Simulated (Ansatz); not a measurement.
Phonons of InAs

Method: r²SCAN, scalar-relativistic; no spin polarisation; PAW, 500 eV, Gaussian smearing of 0.15 eV; code Ansatz; PAW files: Ansatz's generated set soft_2.

```xyz
2
Lattice="0.0000 3.0547 3.0547 3.0547 0.0000 3.0547 3.0547 3.0547 0.0000" Properties=species:S:1:pos:R:3 pbc="T T T"
In    0.0000    0.0000    0.0000
As    4.5821    4.5821    4.5821
```

The chain of runs began from a cell as deposited in COD, expanded in volume. Of that entry: the entry's cell lengths or inner coordinates differ somewhat from later room-temperature determinations.

Force constants come from finite displacements in a 2×2×2 supercell (the unit cell's 10×10×10 k-mesh, folded to it); the long-range dipole term is included. Points in reciprocal vectors of this cell: Γ = (0.000, 0.000, 0.000), X = (-0.500, -0.500, 0.000), U = (-0.375, -0.375, 0.250), K = (-0.375, 0.000, 0.375), L = (0.000, 0.000, 0.500), W = (-0.500, -0.250, 0.250).

Frequencies at the named points (cm⁻¹, imaginary ones negative):
| point | ω (cm⁻¹) |
| --- | --- |
| Γ | 0 0 0 209 209 229 |
| X | 54 54 168 196 211 211 |
| U | 52 88 151 191 211 217 |
| K | 52 88 151 191 211 217 |
| L | 44 44 151 204 210 210 |
| W | 66 89 147 188 215 215 |

**Question.** Is the structure dynamically stable along this path, and where does the spectrum end?

**Answer.** Yes: no branch is imaginary beyond numerical noise. The highest frequency is 229 cm⁻¹, at Γ. Points that don't fit the supercell are interpolated.

**Question.** What does the harmonic approximation give for the vibrational free energy, entropy and heat capacity?

**Answer.** Zero-point energy 27.0 meV/atom.
```
T (K)  F_vib (meV/atom)  S (J/K per mole of atoms)  C_V (J/K per mole of atoms)
  100              20.1                       15.5                         17.1
  200              -3.8                       29.5                         22.4
  300             -39.5                       38.9                         23.8
  400             -83.5                       45.8                         24.3
  500            -133.9                       51.2                         24.5
  600            -189.3                       55.7                         24.6
  700            -249.1                       59.5                         24.7
  800            -312.5                       62.8                         24.8
  900            -379.1                       65.7                         24.8
 1000            -448.6                       68.3                         24.8
```

The highest mode, 229 cm⁻¹, is worth 330 K. At 300 K the heat capacity has reached 95 % of the classical limit 3R = 24.9 J/K per mole of atoms: a mode at k_BT already holds 92 % of its classical share, and one at 1.5 k_BT 83 %.

The crystal is a metal or nearly so; low and unstable modes depend on mesh and smearing.

Run time: 4.2 min on 4 threads of Arm Neoverse V2 (shared host), peak memory 4.4 GiB.

